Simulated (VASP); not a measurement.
# TiPt5 (F-43m) in VASP: relaxation of cell and atoms with PBE

Aim: the relaxation of cell and atoms of TiPt5 with PBE.

Program: VASP 6.6.1. These are calculated values, not measurements. Logs are shortened: lines on timing, memory, paths and dates and some standing lists are left out, and cuts for length are marked.

### 1 The crystal as given

It takes space group F-43m (No. 216, cubic). The conventional cell has a = 7.358 Å, b = 7.358 Å, c = 7.358 Å, α = 90.00°, β = 90.00°, γ = 90.00°. Ti (site symmetry -43m) is surrounded by 16 Pt at 3.05 to 3.19 Å. Pt (site symmetry -43m) is surrounded by 12 Pt at 3.05 Å and 4 Ti at 3.19 Å. Around Pt (site symmetry 3m) lie 6 Pt at 2.60 to 2.61 Å.

The cell was built by a generator and needn't be a form met in nature.

### 2 Relaxation of cell and atoms, PBE

INCAR

```
ALGO = Fast
EDIFF = 1E-6
EDIFFG = -0.01
ENCUT = 600
GGA = PE
IBRION = 2
ISIF = 3
ISMEAR = 1
LASPH = T
LCHARG = F
LREAL = F
LWAVE = F
NELM = 100
NSW = 40
PREC = Accurate
SIGMA = 0.2
```

KPOINTS

```
k-points
0
Gamma
  6 6 6
```

POSCAR

```
TiPt5
1.0
    0.0000000000      3.6789600000      3.6789600000
    3.6789600000      0.0000000000      3.6789600000
    3.6789600000      3.6789600000      0.0000000000
Ti Pt
1 5
Direct
    0.0000000000      0.0000000000      0.0000000000
    0.2500000000      0.2500000000      0.2500000000
    0.6248100000      0.6248100000      0.6248100000
    0.1255600000      0.6248100000      0.6248100000
    0.6248100000      0.6248100000      0.1255600000
    0.6248100000      0.1255600000      0.6248100000
```

Potentials or basis: VASP PAW PBE potentials, release 64 (Ti_sv, Pt).

The run is started by

```bash
cat potpaw_PBE.64/Ti_sv/POTCAR potpaw_PBE.64/Pt/POTCAR > POTCAR
mpirun -np 1 vasp_std > vasp.out
```

OUTCAR:

```text
EDIFF = 1E-6
   EDIFFG = -0.01
   ENCUT = 600
   GGA = PE
   IBRION = 2
   ISIF = 3
   ISMEAR = 1
   LASPH = T
   LREAL = F
   NELM = 100
   NSW = 40
   PREC = Accurate

 ion  position               nearest neighbor table
   1  0.000  0.000  0.000-   5 3.05   6 3.05   4 3.05   5 3.05   4 3.05   6 3.05   3 3.05   3 3.05
                             3 3.05   4 3.05   5 3.05   6 3.05   2 3.19   2 3.19   2 3.19   2 3.19
   2  0.250  0.250  0.250-   4 3.05   5 3.05   6 3.05   3 3.05   3 3.05   3 3.05   4 3.05   4 3.05
                             5 3.05   6 3.05   5 3.05   6 3.05   1 3.19   1 3.19   1 3.19   1 3.19
   3  0.625  0.625  0.625-   4 2.60   5 2.60   6 2.60   4 2.61   6 2.61   5 2.61   2 3.05   2 3.05
                             2 3.05   1 3.05   1 3.05   1 3.05
   4  0.126  0.625  0.625-   3 2.60   5 2.60   6 2.60   6 2.61   5 2.61   3 2.61   2 3.05   2 3.05
                             2 3.05   1 3.05   1 3.05   1 3.05
   5  0.625  0.625  0.126-   3 2.60   4 2.60   6 2.60   6 2.61   4 2.61   3 2.61   2 3.05   2 3.05
                             2 3.05   1 3.05   1 3.05   1 3.05
   6  0.625  0.126  0.625-   3 2.60   4 2.60   5 2.60   4 2.61   5 2.61   3 2.61   2 3.05   2 3.05
                             2 3.05   1 3.05   1 3.05   1 3.05

  LATTYP: Found a face centered cubic cell.
 ALAT       =     7.3579200000

  Lattice vectors:

 A1 = (   0.0000000000,   3.6789600000,   3.6789600000)
 A2 = (   3.6789600000,   0.0000000000,   3.6789600000)
 A3 = (   3.6789600000,   3.6789600000,   0.0000000000)

Analysis of symmetry for initial positions (statically):
=====================================================================
 Subroutine PRICEL returns:
 Original cell was already a primitive cell.

 Routine SETGRP: Setting up the symmetry group for a
 face centered cubic supercell.

 Subroutine GETGRP returns: Found  6 space group operations
 (whereof  6 operations were pure point group operations)
 out of a pool of 48 trial point group operations.

The static configuration has the point symmetry C_3v.

Analysis of symmetry for dynamics (positions and initial velocities):
=====================================================================
 Subroutine PRICEL returns:
 Original cell was already a primitive cell.

 Routine SETGRP: Setting up the symmetry group for a
 face centered cubic supercell.

 Subroutine GETGRP returns: Found  6 space group operations
 (whereof  6 operations were pure point group operations)
 out of a pool of 48 trial point group operations.

The dynamic configuration has the point symmetry C_3v.

 Subroutine INISYM returns: Found  6 space group operations
 (whereof  6 operations are pure point group operations),
 and found     1 'primitive' translations

----------------------------------------------------------------------------------------

[... 114 lines left out ...]
   EFERMI =   0.00;   METHOD = LEGACY
   ISMEAR =     1;   SIGMA  =   0.20  broadening in eV -4-tet -1-fermi 0-gaus
   EFERMI_NEDOS =   21; number of points for ismear=-14 and -15
   IALGO  =     68    algorithm
   IMIX   =      4    mixing-type and parameters
     AMIX     =   0.40;   BMIX     =  1.00
     AMIX_MAG =   1.60;   BMIX_MAG =  1.00
  volume/ion in A,a.u.               =      16.60       112.01
  Fermi-wavevector in a.u.,A,eV,Ry     =   1.397881  2.641613 26.586770  1.954072
  Thomas-Fermi vector in A             =   2.521094
   LORBIT       =      0    0 simple, 1 ext, 2 COOP (PROOUT), +10 PAW based schemes
   GGA     = PE    functional components
   LHFCALC =     F    Hartree Fock is set to
   AEXX    =    0.0000 exact exchange contribution
   IVDW    =     0    specifies the selected vdW correction
   LEPSILON=     F    determine dielectric tensor
   LRPA    =     F    only Hartree local field effects (RPA)
 conjugate gradient relaxation of ions
 non-spin polarized calculation
 RMM-DIIS sequential band-by-band and
 Methfessel and Paxton  Order N= 1 SIGMA  =   0.20
  energy-cutoff  :      600.00
  volume of cell :       99.59
 maximum number of plane-waves:      3347
 NGX is ok and might be reduce to    42
   NGX = 21   NGY = 21   NGZ = 21

--------------------------------------- Ionic step        1  -------------------------------------------

 number of electron      62.0000001 magnetization

 Free energy of the ion-electron system (eV)
  ---------------------------------------------------
  ext. energy  EPLUGINS =         0.00000000
  ---------------------------------------------------
  free energy    TOTEN  =       -39.96963466 eV

  energy without entropy =      -39.96344091  energy(sigma->0) =      -39.96757007

------------------------ aborting loop because EDIFF is reached ----------------------------------------

  FORCE on cell =-STRESS in cart. coord.  units (eV):
  Direction    XX          YY          ZZ          XY          YZ          ZX
  --------------------------------------------------------------------------------------
  -------------------------------------------------------------------------------------
  Total       -0.2537613     -0.2537613     -0.2537613      0.0002881      0.0002881      0.0002881
  in kB       -4.0825430     -4.0825430     -4.0825430      0.0046357      0.0046357      0.0046357
  external PRESSURE =      -4.0825430 kB  Pullay stress =       0.0000000 kB
[... 67 lines left out ...]
--------------------------------------- Ionic step        3  -------------------------------------------

 number of electron      62.0000000 magnetization

 Free energy of the ion-electron system (eV)
  ---------------------------------------------------
  ext. energy  EPLUGINS =         0.00000000
  ---------------------------------------------------
  free energy    TOTEN  =       -39.96990015 eV

  energy without entropy =      -39.96362400  energy(sigma->0) =      -39.96780810

 E-fermi :   9.7396     XC(G=0): -12.6695

 val. band max:        9.7157492803   @ k =   0.5000   0.3333   0.5000
 cond. band min:       9.7648429791   @ k =  -0.3333   0.1667   0.0000
 fundamental gap:      0.0490936988
 Fermi energy:         9.7395578461

 k-point     1 :       0.0000    0.0000    0.0000
  band No.  band energies     occupation
      1     -48.2723      2.00000
      2     -24.4584      2.00000
      3     -24.4584      2.00000
      4     -24.4584      2.00000
      5      -0.0777      2.00000
      6       2.2679      2.00000
[... 949 lines left out ...]
     36      10.9058     -0.00000
     37      10.9690     -0.00000

 [... further k-points ...]
[... 5 lines left out ...]
  --------------------------------------------------------------------------------------
  -------------------------------------------------------------------------------------
  Total        0.0086381      0.0086381      0.0086381     -0.0000606     -0.0000606     -0.0000606
  in kB        0.1392378      0.1392378      0.1392378     -0.0009767     -0.0009767     -0.0009767
  external PRESSURE =       0.1392378 kB  Pullay stress =       0.0000000 kB
[... 21 lines left out ...]
  FREE ENERGIE OF THE ION-ELECTRON SYSTEM (eV)
  ---------------------------------------------------
  free  energy   TOTEN  =       -39.9699001455 eV

  energy  without entropy=      -39.9636239994  energy(sigma->0) =      -39.96780810

 reached required accuracy - stopping structural energy minimisation
```

OSZICAR:

```text
N       E                     dE             d eps       ncg     rms          rms(c)
DAV:   1     0.575479467882E+03    0.57548E+03   -0.33453E+04  2368   0.193E+03
DAV:   2     0.901309719425E+01   -0.56647E+03   -0.54359E+03  2458   0.450E+02
DAV:   3    -0.423326040280E+02   -0.51346E+02   -0.47920E+02  3525   0.114E+02
[... 55 lines left out ...]
RMM:   8    -0.399698932636E+02   -0.81847E-05   -0.83033E-05  3665   0.342E-02    0.521E-03
RMM:   9    -0.399698972627E+02   -0.39991E-05   -0.41894E-05  2770   0.190E-02    0.272E-03
RMM:  10    -0.399698986692E+02   -0.14065E-05   -0.17637E-05  2183   0.130E-02    0.183E-03
RMM:  11    -0.399698996652E+02   -0.99598E-06   -0.10919E-05  2012   0.104E-02    0.703E-04
RMM:  12    -0.399699001455E+02   -0.48037E-06   -0.64717E-06  1848   0.863E-03
   3 F= -.39969900E+02 E0= -.39967808E+02  d E =-.265487E-03
```

Run time: 18 min. Hardware: 1 thread of AMD EPYC 7R13 (Zen 3), shared host; peak memory 0.31 GiB.

What came out:

```yaml
Free_energy: -39.9699 eV
Relaxed_volume: 16.57 Å³/atom
Relaxed_cell: a = 5.200 Å, b = 5.200 Å, c = 5.200 Å, α = 60.00°, β = 60.00°, γ = 60.00°
Space_group_after_relaxing_to_0.05_Å: F-43m (No. 216)
Energy_gained_by_relaxing: 0.0 meV/atom
Ionic_steps: 3
Pressure_after_relaxing: 0.0 GPa
Band_gap_on_the_k_mesh: none (metal or under the smearing width)
```

The path:
```tsv
step	energy change (eV)	largest force (eV/Å)	pressure (GPa)	volume (Å³)
1	0.0000	0.0224	-0.41	99.59
2	0.0010	0.0462	0.93	98.98
3	-0.0003	0.0017	0.01	99.40
```

Final structure:
```cif
data_structure
_symmetry_space_group_name_H-M 'P 1'
_symmetry_Int_Tables_number 1
_cell_length_a 5.1995
_cell_length_b 5.1995
_cell_length_c 5.1995
_cell_angle_alpha 60.000
_cell_angle_beta 60.000
_cell_angle_gamma 60.000
_cell_volume 99.40
loop_
_atom_site_label
_atom_site_type_symbol
_atom_site_fract_x
_atom_site_fract_y
_atom_site_fract_z
_atom_site_occupancy
Ti1 Ti 0.00000 0.00000 0.00000 1
Pt1 Pt 0.25000 0.25000 0.25000 1
Pt2 Pt 0.62478 0.62478 0.62478 1
Pt3 Pt 0.12564 0.62478 0.62478 1
Pt4 Pt 0.62478 0.62478 0.12564 1
Pt5 Pt 0.62478 0.12564 0.62478 1
```

The run has no spin-orbit coupling, so splittings on Pt are missing.
